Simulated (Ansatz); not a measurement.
# CuO (P-1) in Ansatz: notebook, part 2 of 2

Ansatz 0.2.0. The steps go on from the part before.

## 4. Single point, RPBE, 10.09 Å³/atom (volume scaled by 0.94)

Contents of input.yaml:

```yaml
crystal:
  lattice:
    - [2.8207191443, 0.0, 0.0]
    - [0.038275131, 2.8205021813, 0.0]
    - [0.0171382374, 0.0168928653, 5.0706699737]
  atoms:
    - { symbol: Cu, position: [0.0, 0.5, 0.0] }
    - { symbol: Cu, position: [0.5, 0.0, 0.5] }
    - { symbol: O, position: [0.99842397, 0.00167178, 0.7498871] }
    - { symbol: O, position: [0.00157603, 0.99832822, 0.2501129] }
hamiltonian:
  xc: rpbe
  pseudopotentials: { kind: paw }
kpoints:
  mp_grid: { grid: [9, 9, 5] }
scf:
  occupations: { method: fermi_dirac, width: 0.05 }
output:
  forces: true
  stress: true
  eigenvalues: true
```

Potentials or basis: Ansatz PAW.

Launch:

```console
$ ansatz run input.yaml --threads 2 --pin off --max-ram 5632MiB --backend cpu --events-out ev --progress --plain --runs-dir out
```

The log of the run:

```text
Warning: RAYON_NUM_THREADS=2 ignored (pool sized by the plan → 2); use --threads N
Engine: ansatz 0.2.0, aarch64-unknown-linux-gnu
Pseudopotentials: kind: paw
Pseudopotential: Cu, paw, valence charge 19, recommended cutoff 420 eV (normal), Cu.paw.azcp
Pseudopotential: O, paw, valence charge 6, recommended cutoff 420 eV (normal), O.paw.azcp
Functional definition: RPBE
  parameter kappa = 0.804
  parameter beta = 0.06672455060314922
  exchange = rpbe_x(kappa = kappa, mu = beta*pi^2/3)
  correlation = pbe_c(beta = beta)
Crystal: 4 atoms, lattice volume = 40.341 Å³
Basis set: ecut = 420 eV, 805 PW (Γ), exchange–correlation on 40×40×72 points (8 copies of the dense FFT grid, shifted against one another)
Bands: 30, of which v1, the nominal top of the filled ones, is band 25 counted from 1 (24 counted from 0)
Symmetry: 2 space group operations
Space group: P-1 (ITA 2), of the structure as read, at distance tolerance 3.4e-5 Å
k-points: 203 of 405
Non-local potential: Cu, projectors of the file, l = 0: 3, l = 1: 2, l = 2: 3, l = 3: 1
Non-local potential: O, projectors of the file, l = 0: 2, l = 1: 2, l = 2: 1
PAW form: soft (Blöchl's): semilocal exchange-correlation on the pseudo side does not see the compensation charge
PAW frozen core: Cu, regenerated for the run's functional, and the local potential with it (the file was generated under x = pbe(κ = 0.804, μ = 0.2195149727645171), c = pbe(β = 0.06672455060314922))
PAW frozen core: O, regenerated for the run's functional, and the local potential with it (the file was generated under x = pbe(κ = 0.804, μ = 0.2195149727645171), c = pbe(β = 0.06672455060314922))
PAW one-centre angular grid: Cu, 590 points (default); XC on 64 Gauss nodes
PAW one-centre angular grid: O, 110 points (default); XC on 64 Gauss nodes
Initial density: superposition of atomic densities (neutral atoms: chi_scale 0, normalization atom), corrected by the library's trained network
Initial wavefunctions: pseudopotential atomic-orbital guess
Functional: x = rpbe, c = pbe(β = 0.06672455060314922)
SCF iter   1: F=—  HF=-14396.072291 eV  |F-HF|=—  |Δ(HF+E_count)|=         —  Δρ=1.01e-2  dr2=1.95e-2  ethr=1.77e-3  ⟨swp⟩=5.6  Hψ=21350  notcnv=0
preconditioner: auto → LDOS  [metal: Δε(μ)=0.030 eV  Ē_g=11.938 eV  σ=0.050 eV  W_gap=0.15  n_scr=16 (ndim 8)  ℏωp=34.1 eV  f_vac=0.026  D(μ)=2.21/eV (n_scr^D=18)  β→1.0]
SCF iter   2: F=—  HF=-14396.077338 eV  |F-HF|=—  |Δ(HF+E_count)|=   5.05e-3  Δρ=1.04e-2  dr2=2.21e-2  ethr=3.89e-5  ⟨swp⟩=2.0  Hψ=13809  notcnv=0
SCF iter   3: F=—  HF=-14396.069590 eV  |F-HF|=—  |Δ(HF+E_count)|=   7.75e-3  Δρ=3.61e-3  dr2=2.99e-3  ethr=3.89e-5  ⟨swp⟩=2.0  Hψ=11836  notcnv=0
SCF iter   4: F=—  HF=-14396.068834 eV  |F-HF|=—  |Δ(HF+E_count)|=   7.56e-4  Δρ=1.53e-3  dr2=5.65e-4  ethr=5.99e-6  ⟨swp⟩=2.3  Hψ=7990  notcnv=0
SCF iter   5: F=—  HF=-14396.068701 eV  |F-HF|=—  |Δ(HF+E_count)|=   1.33e-4  Δρ=2.42e-4  dr2=1.48e-5  ethr=1.13e-6  ⟨swp⟩=2.0  Hψ=7954  notcnv=0
SCF iter   6: F=—  HF=-14396.068578 eV  |F-HF|=—  |Δ(HF+E_count)|=   1.23e-4  Δρ=5.07e-5  dr2=6.37e-7  ethr=2.95e-8  ⟨swp⟩=2.5  Hψ=8853  notcnv=0
SCF iter   7: F=-14396.068578 eV  HF=-14396.068578 eV  |F-HF|=7.57e-8  |Δ(HF+E_count)|=   1.49e-9  Δρ=1.71e-5  dr2=6.88e-8  ethr=2.00e-10  ⟨swp⟩=5.0  Hψ=25629  notcnv=0
SCF 1 converged in 7 iterations: F = -14396.068578 eV  dr2 = 6.88e-8
SCF converged after 7 iterations
Free energy (F): -14396.068578 eV
Harris-Foulkes:  -14396.068578 eV  (|F-HF|=7.57e-8)
Internal energy: -14396.049749 eV  (E = F + TS)
E sigma→0 (E₀):  -14396.059163 eV
Entropy (-TS):   -0.018829 eV (-4.707 meV/atom)
Fermi energy:    12.858353 eV
--- Per-component energies (eV) ---
  E_band       = -850.034595
  E_kinetic    = 947.753882
  E_local      = -9805.969759  (includes V_loc(G=0)·N_el)
  E_nonlocal   = 873.340914
  E_hartree    = 4257.490755
  E_xc         = -326.540680
  E_vxc        = -418.454911  (∫ρ·V_xc dr)
  E_paw        = -3649.689580  (= ΣΔE_a)
  E_vpaw       = -961.682827  (= ΣTr[D̂ρ^β])
  E_aug_tail   = 0.005418  (compensation charges beyond the density's cutoff)
  E_ewald      = -6692.314374
  E_core_change = -0.126325  (= ΣΔE_core)
  E_smearing   = -0.018829  (= −TS)
  E_closure    = -0.000000  (closes the sum)
  Σ components = -14396.068578   (vs F -14396.068578, Δ=0.00e0)
--- Forces (eV/Å), atoms counted from 1 ---
  atom   1  Cu     0.00000000     0.00000000     0.00000000
  atom   2  Cu     0.00000000     0.00000000     0.00000000
  atom   3  O     -0.00243353     0.00061670     0.01199327
  atom   4  O      0.00243353    -0.00061670    -0.01199327
  max |Σ_I F_I| component: 0.00e0 eV/Å
--- Stress (GPa, compression-positive) ---
       22.873061       0.089134       0.058865
        0.089134      22.795412       0.080174
        0.058865       0.080173      27.232074
  P = ⅓ Tr σ = 24.3002 GPa (243.002 kbar)
--- Band table (eV; the first three rows and the last of 203) ---
  k-point 0: bands = ["-100.3316", "-100.3275", "-57.7487", "-57.7440", "-57.7098", "-57.7001", "-57.4203", "-57.4175", "-7.9104", "-6.4422", "3.7916", "6.7923", "6.8218", "8.5945", "9.0114", "9.0178", "9.0661", "9.4116", "9.7866", "10.1628", "10.1746", "10.2081", "10.3013", "10.6377", "13.5476", "13.5844", "14.5409", "19.1365", "20.5414", "26.8563"]
  k-point 1: bands = ["-100.3315", "-100.3275", "-57.7487", "-57.7440", "-57.7090", "-57.7008", "-57.4203", "-57.4175", "-7.7942", "-6.6146", "4.2100", "6.8155", "6.8404", "8.3352", "8.7879", "8.7925", "8.8055", "9.0630", "10.0553", "10.2170", "10.2923", "10.5058", "10.5225", "10.5441", "13.3641", "13.3973", "15.0474", "18.2859", "21.7315", "26.9607"]
  k-point 2: bands = ["-100.3315", "-100.3275", "-57.7487", "-57.7440", "-57.7075", "-57.7023", "-57.4203", "-57.4175", "-7.4711", "-7.0254", "5.3309", "6.8516", "6.8589", "6.8713", "8.5403", "8.5408", "8.8908", "9.0188", "10.1895", "10.2402", "10.2687", "10.3435", "11.0342", "11.0445", "13.0022", "13.0196", "16.0795", "17.1745", "23.7231", "25.8664"]
  k-point 202: bands = ["-100.3303", "-100.3264", "-57.7679", "-57.7452", "-57.7048", "-57.7010", "-57.4331", "-57.4208", "-7.0531", "-6.3002", "5.1398", "5.2833", "6.4642", "6.8237", "8.0142", "8.2800", "9.3747", "9.8707", "9.9348", "10.1385", "10.3370", "10.5909", "10.7984", "11.1273", "12.7526", "13.3483", "16.7830", "18.6759", "21.0108", "23.9102"]
```

Wall time 4.7 s (2 threads of Arm Neoverse V2, shared host); peak memory 0.44 GiB.

Results:

```yaml
Free_energy: -14396.0686 eV
Pressure: 24.3 GPa
Largest_force: 0.012 eV/Å
Band_gap_on_the_k_mesh: none (metal or under the smearing width)
```

Caveat: the pressure holds a Pulay correction of +0.6 GPa for the finite cutoff; the run has no spin polarisation, though such a crystal can be magnetic; semilocal functionals often make such compounds metallic where correlation or magnetic order opens a gap, which also shifts bond lengths; the PAW data sets come from PBE, with cores solved anew for the run's functional, which leaves a small shift of forces and pressure.

## 5. Single point, RPBE, 10.30 Å³/atom (volume scaled by 0.96)

input.yaml: that of step 4 with these lines changed.

```diff
@@ -2,5 +2,5 @@
   lattice:
-    - [2.8207191443, 0.0, 0.0]
-    - [0.038275131, 2.8205021813, 0.0]
-    - [0.0171382374, 0.0168928653, 5.0706699737]
+    - [2.8405840181, 0.0, 0.0]
+    - [0.038544683, 2.8403655272, 0.0]
+    - [0.0172589332, 0.017011833, 5.1063800938]
   atoms:
```

Launch:

```console
$ ansatz run input.yaml --threads 2 --pin off --max-ram 5632MiB --backend cpu --events-out ev --progress --plain --runs-dir out
```

It took 4.7 s on 2 threads of Arm Neoverse V2, shared host; peak memory 0.44 GiB.

It converged, with:

* Free energy: -14396.1855 eV
* Pressure: 19.4 GPa
* Largest force: 0.011 eV/Å
* Band gap on the k mesh: none (metal or under the smearing width)

Caveat: the pressure holds a Pulay correction of +0.6 GPa for the finite cutoff; the run has no spin polarisation, though such a crystal can be magnetic; semilocal functionals often make such compounds metallic where correlation or magnetic order opens a gap, which also shifts bond lengths; the PAW data sets come from PBE, with cores solved anew for the run's functional, which leaves a small shift of forces and pressure.

## 6. Single point, RPBE, 10.51 Å³/atom (volume scaled by 0.98)

input.yaml: that of step 5 with these lines changed.

```diff
@@ -2,5 +2,5 @@
   lattice:
-    - [2.8405840181, 0.0, 0.0]
-    - [0.038544683, 2.8403655272, 0.0]
-    - [0.0172589332, 0.017011833, 5.1063800938]
+    - [2.8601748718, 0.0, 0.0]
+    - [0.0388105168, 2.859954874, 0.0]
+    - [0.0173779641, 0.0171291597, 5.1415976211]
   atoms:
```

Potentials or basis: Ansatz PAW.

Launch:

```console
$ ansatz run input.yaml --threads 2 --pin off --max-ram 5632MiB --backend cpu --events-out ev --progress --plain --runs-dir out
```

Run time: 4.7 s. Hardware: 2 threads of Arm Neoverse V2, shared host; peak memory 0.45 GiB.

The run converged. Its results:

```
Free energy            : -14396.2775 eV
Pressure               : 15.1 GPa
Largest force          : 0.011 eV/Å
Band gap on the k mesh : none (metal or under the smearing width)
```

Caveat: the pressure holds a Pulay correction of +0.6 GPa for the finite cutoff; the run has no spin polarisation, though such a crystal can be magnetic; semilocal functionals often make such compounds metallic where correlation or magnetic order opens a gap, which also shifts bond lengths; the PAW data sets come from PBE, with cores solved anew for the run's functional, which leaves a small shift of forces and pressure.

## 7. Single point, RPBE, 10.73 Å³/atom

input.yaml: that of step 6 with these lines changed.

```diff
@@ -2,5 +2,5 @@
   lattice:
-    - [2.8601748718, 0.0, 0.0]
-    - [0.0388105168, 2.859954874, 0.0]
-    - [0.0173779641, 0.0171291597, 5.1415976211]
+    - [2.8795009639, 0.0, 0.0]
+    - [0.039072758, 2.8792794796, 0.0]
+    - [0.0174953863, 0.0172449008, 5.1763391994]
   atoms:
```

Launch:

```console
$ ansatz run input.yaml --threads 2 --pin off --max-ram 5632MiB --backend cpu --events-out ev --progress --plain --runs-dir out
```

Wall time 5 s (2 threads of Arm Neoverse V2, shared host); peak memory 0.44 GiB.

The run converged. Its results:

```yaml
Free_energy: -14396.3476 eV
Pressure: 11.1 GPa
Largest_force: 0.011 eV/Å
Band_gap_on_the_k_mesh: none (metal or under the smearing width)
```

Caveat: the pressure holds a Pulay correction of +0.6 GPa for the finite cutoff; the run has no spin polarisation, though such a crystal can be magnetic; semilocal functionals often make such compounds metallic where correlation or magnetic order opens a gap, which also shifts bond lengths; the PAW data sets come from PBE, with cores solved anew for the run's functional, which leaves a small shift of forces and pressure.

## 8. Single point, RPBE, 10.94 Å³/atom (volume scaled by 1.02)

input.yaml: that of step 7 with these lines changed.

```diff
@@ -2,5 +2,5 @@
   lattice:
-    - [2.8795009639, 0.0, 0.0]
-    - [0.039072758, 2.8792794796, 0.0]
-    - [0.0174953863, 0.0172449008, 5.1763391994]
+    - [2.8985710625, 0.0, 0.0]
+    - [0.0393315255, 2.8983481113, 0.0]
+    - [0.0176112532, 0.0173591088, 5.2106205905]
   atoms:
```

Launch:

```console
$ ansatz run input.yaml --threads 2 --pin off --max-ram 5632MiB --backend cpu --events-out ev --progress --plain --runs-dir out
```

Run time: 5.1 s. Hardware: 2 threads of Arm Neoverse V2, shared host; peak memory 0.45 GiB.

The run converged. Its results:

```
Free energy            : -14396.3976 eV
Pressure               : 7.6 GPa
Largest force          : 0.011 eV/Å
Band gap on the k mesh : none (metal or under the smearing width)
```

Caveat: the pressure holds a Pulay correction of +0.6 GPa for the finite cutoff; the run has no spin polarisation, though such a crystal can be magnetic; semilocal functionals often make such compounds metallic where correlation or magnetic order opens a gap, which also shifts bond lengths; the PAW data sets come from PBE, with cores solved anew for the run's functional, which leaves a small shift of forces and pressure.

## 9. Single point, RPBE, 11.16 Å³/atom (volume scaled by 1.04)

input.yaml: that of step 8 with these lines changed.

```diff
@@ -2,5 +2,5 @@
   lattice:
-    - [2.8985710625, 0.0, 0.0]
-    - [0.0393315255, 2.8983481113, 0.0]
-    - [0.0176112532, 0.0173591088, 5.2106205905]
+    - [2.9173934799, 0.0, 0.0]
+    - [0.0395869322, 2.917169081, 0.0]
+    - [0.0177256152, 0.0174718334, 5.2444567372]
   atoms:
```

Potentials or basis: Ansatz PAW.

Launch:

```console
$ ansatz run input.yaml --threads 2 --pin off --max-ram 5632MiB --backend cpu --events-out ev --progress --plain --runs-dir out
```

It took 5 s on 2 threads of Arm Neoverse V2, shared host; peak memory 0.46 GiB.

It converged, with:

- Free energy: -14396.4296 eV
- Pressure: 4.4 GPa
- Largest force: 0.011 eV/Å
- Band gap on the k mesh: none (metal or under the smearing width)

Caveat: the pressure holds a Pulay correction of +0.6 GPa for the finite cutoff; the run has no spin polarisation, though such a crystal can be magnetic; semilocal functionals often make such compounds metallic where correlation or magnetic order opens a gap, which also shifts bond lengths; the PAW data sets come from PBE, with cores solved anew for the run's functional, which leaves a small shift of forces and pressure.

## 10. Single point, RPBE, 11.37 Å³/atom (volume scaled by 1.06)

input.yaml: that of step 9 with these lines changed.

```diff
@@ -2,5 +2,5 @@
   lattice:
-    - [2.9173934799, 0.0, 0.0]
-    - [0.0395869322, 2.917169081, 0.0]
-    - [0.0177256152, 0.0174718334, 5.2444567372]
+    - [2.935976105, 0.0, 0.0]
+    - [0.0398390851, 2.9357502767, 0.0]
+    - [0.0178385202, 0.017583122, 5.2778618209]
   atoms:
```

Launch:

```console
$ ansatz run input.yaml --threads 2 --pin off --max-ram 5632MiB --backend cpu --events-out ev --progress --plain --runs-dir out
```

Run time: 5.1 s. Hardware: 2 threads of Arm Neoverse V2, shared host; peak memory 0.46 GiB.

Results (log left out):

| Item | Value |
| --- | --- |
| Free energy | -14396.4456 eV |
| Pressure | 1.6 GPa |
| Largest force | 0.012 eV/Å |
| Band gap on the k mesh | none (metal or under the smearing width) |

Caveat: the pressure holds a Pulay correction of +0.6 GPa for the finite cutoff; the run has no spin polarisation, though such a crystal can be magnetic; semilocal functionals often make such compounds metallic where correlation or magnetic order opens a gap, which also shifts bond lengths; the PAW data sets come from PBE, with cores solved anew for the run's functional, which leaves a small shift of forces and pressure.

## 11. Equation of state, RPBE

No new run: the results of the series are fitted here.

Results:

| Quantity | Value |
| --- | --- |
| Equilibrium volume | 11.50 Å³/atom (rough: see the caveat) |
| Bulk modulus at fixed shape and positions | 136 GPa (rough) |

Energy against volume, from the lowest point:
| volume (Å³/atom) | energy (meV/atom) |
| --- | --- |
| 10.085 | 94.25 |
| 10.300 | 65.04 |
| 10.515 | 42.02 |
| 10.729 | 24.51 |
| 10.944 | 12.01 |
| 11.158 | 4.00 |
| 11.373 | 0.00 |

Caveat: the potentials were made for another functional, which shifts forces and pressure; the minimum lies outside the volumes run; the cell was scaled at fixed shape and fractional positions, which overstates the stiffness of a crystal with free parameters, most of all of layers and chains; the run has no spin polarisation, though such a crystal can be magnetic.

## 12. Band structure, PBE

Contents of input.yaml:

```yaml
crystal:
  lattice:
    - [2.8795009639, 0.0, 0.0]
    - [0.039072758, 2.8792794796, 0.0]
    - [0.0174953863, 0.0172449008, 5.1763391994]
  atoms:
    - { symbol: Cu, position: [0.0, 0.5, 0.0] }
    - { symbol: Cu, position: [0.5, 0.0, 0.5] }
    - { symbol: O, position: [0.99842397, 0.00167178, 0.7498871] }
    - { symbol: O, position: [0.00157603, 0.99832822, 0.2501129] }
hamiltonian:
  xc: pbe
  pseudopotentials: { kind: paw, source: jth }
kpoints:
  mp_grid: { grid: [9, 9, 5] }
  band_path:
    path:
      - [[0.0, 0.0, 0.0], [0.5, 0.5, 0.0], [0.5009280546, 0.5009280546, 0.4940215567], [0.5, 0.5, 0.5], [0.5075950467, 0.4924049533, 0.5]]
      - [[0.4924049533, -0.4924049533, 0.5], [0.0, 0.0, 0.5], [0.4990719454, 0.4990719454, 0.5059784433]]
      - [[0.5, 0.5, 0.0], [0.5066808622, 0.4933191378, 0.0]]
      - [[0.4933191378, -0.4933191378, 0.0], [0.0, 0.0, 0.0], [0.5, 0.0, 0.0]]
      - [[0.5, 0.0, 0.5], [0.0, 0.0, 0.0]]
    npoints: 14
scf:
  occupations: { method: fermi_dirac, width: 0.05 }
  n_extra_bands: 10
output:
  forces: true
  stress: true
  eigenvalues: true
  fatbands: false
```

Potentials or basis: JTH PAW.

Launch:

```console
$ ansatz run input.yaml --threads 2 --pin off --max-ram 5632MiB --backend cpu --events-out ev --progress --plain --runs-dir out
```

Wall time 40 s (2 threads of Arm Neoverse V2, shared host); peak memory 1.3 GiB.

Results (log left out):

```
Free energy            : -14381.0762 eV
Pressure               : 6.1 GPa
Largest force          : 0.012 eV/Å
Band gap on the k mesh : none (metal or under the smearing width)
```

Forces on the atoms (eV/Å):
```
Cu   0.000  0.000  0.000
Cu   0.000  0.000  0.000
O    0.003 -0.005  0.010
O   -0.003  0.005 -0.010
```

Stress tensor (GPa, compression positive):
```
 6.72 -0.04  0.00
-0.04  6.67  0.02
 0.00  0.02  4.98
```

Levels at the corners of the path, in eV from the Fermi level:
```csv
point,band 23,band 24,band 25,band 26,band 27,band 28
Γ,-2.33,-2.05,0.67,0.70,1.48,6.17
Y,-1.59,-1.18,-1.17,1.20,2.09,7.07
F,-1.40,-1.40,-0.47,-0.42,3.91,3.99
L,-1.40,-1.40,-0.45,-0.45,3.95,3.95
I,-1.40,-1.40,-0.45,-0.45,3.95,3.95
I1,-1.40,-1.40,-0.45,-0.45,3.95,3.95
Z,-1.56,-1.56,0.10,0.11,3.57,3.57
F1,-1.40,-1.40,-0.47,-0.42,3.91,3.99
Y,-1.59,-1.18,-1.17,1.20,2.09,7.07
X1,-1.59,-1.18,-1.18,1.20,2.10,7.06
X,-1.59,-1.18,-1.18,1.20,2.10,7.06
Γ,-2.33,-2.05,0.67,0.70,1.48,6.17
N,-1.59,-1.53,0.24,0.46,3.46,6.02
M,-2.05,-1.83,-0.10,0.69,4.20,5.96
Γ,-2.33,-2.05,0.67,0.70,1.48,6.17
```

Caveat: the run has no spin polarisation, though such a crystal can be magnetic; semilocal functionals often make such compounds metallic where correlation or magnetic order opens a gap, which also shifts bond lengths. With open d or f shells a metallic result of PBE can be an artefact of self-interaction; +U or a hybrid may open a gap.

## 13. Overview

| task | level | potentials or basis | k mesh | cutoff (eV) | points for each segment of the path | gap on the mesh (eV) | pressure (GPa) | largest force (eV/Å) |
| --- | --- | --- | --- | --- | --- | --- | --- | --- |
| density of states | PBE | Ansatz PAW | 9 × 9 × 5 | 420 | - | none | 5.8 | 0.01 |
| phonons | PBEsol | Ansatz PAW | 8 × 8 × 5 | 420 | - | none | - | - |
| equation of state | RPBE | Ansatz PAW | 9 × 9 × 5 | 420 | - | - | - | - |
| band structure | PBE | JTH PAW | 9 × 9 × 5 | 1380 | 14 | none | 6.1 | 0.01 |

Alike in all rows: no spin polarisation; cell as given; smearing fermi-dirac 0.05 eV.

Caveats: the run has no spin polarisation, though such a crystal can be magnetic; semilocal functionals often make such compounds metallic where correlation or magnetic order opens a gap, which also shifts bond lengths (some runs); the PAW data sets come from PBE, with cores solved anew for the run's functional, which leaves a small shift of forces and pressure (some runs); the potentials were made for another functional, which shifts forces and pressure (some runs); the minimum lies outside the volumes run (some runs); the cell was scaled at fixed shape and fractional positions, which overstates the stiffness of a crystal with free parameters, most of all of layers and chains (some runs).

Total energies depend on the potentials used, so only differences within one code and one set of settings carry meaning.
